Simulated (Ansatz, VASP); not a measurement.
# One calculation of TiO2, two programs

INCAR

```
PREC     = Accurate       # precision mode
ENCUT    = 520            # plane-wave cutoff, eV
EDIFF    = 1E-7           # SCF threshold, eV
ISMEAR   = 0              # smearing method
SIGMA    = 0.05           # smearing width, eV
LREAL    = F              # projectors in reciprocal space
LASPH    = T              # aspherical terms in the spheres
NELM     = 60             # most SCF steps
ALGO     = Normal         # electronic algorithm
ISIF     = 2              # what is computed and relaxed
LWAVE    = F              # write WAVECAR
LCHARG   = F              # write CHGCAR
GGA      = PE             # functional
NBANDS   = 33             # bands
```

KPOINTS

```
Automatic mesh
0
Gamma
  4 4 4
```

Contents of POSCAR:

```
TiO2
1.0
    4.6001622756      0.0000000000      0.0000000000
    0.0000000000      4.6001622756      0.0000000000
    0.0000000000      0.0000000000      2.9510772284
Ti O
2 4
Direct
    0.0000000000      0.0000000000      0.0000000000
    0.5000000000      0.5000000000      0.5000000000
    0.3043388831      0.3043388831      0.0000000000
    0.8043388831      0.1956611169      0.5000000000
    0.1956611169      0.8043388831      0.5000000000
    0.6956611169      0.6956611169      0.0000000000
```

Input for Ansatz:

```yaml
crystal:
  lattice:
    - [4.6001622756, 0.0, 0.0]
    - [0.0, 4.6001622756, 0.0]
    - [0.0, 0.0, 2.9510772284]
  atoms:
    - { symbol: Ti, position: [0.0, 0.0, 0.0] }
    - { symbol: Ti, position: [0.5, 0.5, 0.5] }
    - { symbol: O, position: [0.3043388831, 0.3043388831, 0.0] }
    - { symbol: O, position: [0.8043388831, 0.1956611169, 0.5] }
    - { symbol: O, position: [0.1956611169, 0.8043388831, 0.5] }
    - { symbol: O, position: [0.6956611169, 0.6956611169, 0.0] }
basis:
  ecutwfc: 420
  ecutrho_ratio: 4
kpoints:
  mp_grid: { grid: [4, 4, 4] }
hamiltonian:
  xc: pbe
scf:
  occupations: { method: gaussian, width: 0.05 }
output:
  forces: true
  stress: true
  eigenvalues: true
  populations: true
  write_density: true
  write_potential: true
  elf: true
  volumetric_format: npy
```

Alike in both runs: task single point; functional PBE; k mesh 4 × 4 × 4; occupations gaussian, width 0.05 eV; no spin polarisation.

|  | VASP | Ansatz |
| --- | --- | --- |
| version | VASP 6.6.1 | Ansatz 0.2.0 |
| potentials or method | VASP PAW PBE potentials, release 64 (Ti_sv, O) | scalar-relativistic, plane waves, PAW |
| plane-wave cutoff (eV) | 520 | 420 |
| valence electrons in the cell | 48 | 48 |

```csv
,VASP,Ansatz,Ansatz less VASP
gap on the k mesh at the Fermi level (eV),1.84,1.87,+0.027
least direct gap on the mesh (eV),1.84,1.87,+0.027
pressure (GPa),5.8,5.1,-0.68
largest component of the traceless stress (GPa),0.57,0.37,-0.203
rms of the force components (eV/Å),0.019,0.006,-0.0123
```

Atom by atom the forces differ by 0.012 eV/Å (rms over components).

Caveats: the k mesh is coarse (spacing up to 0.53 Å⁻¹), so the values aren't converged. A k mesh can miss the band edges. As with any semilocal functional, this PBE gap is likely too small.
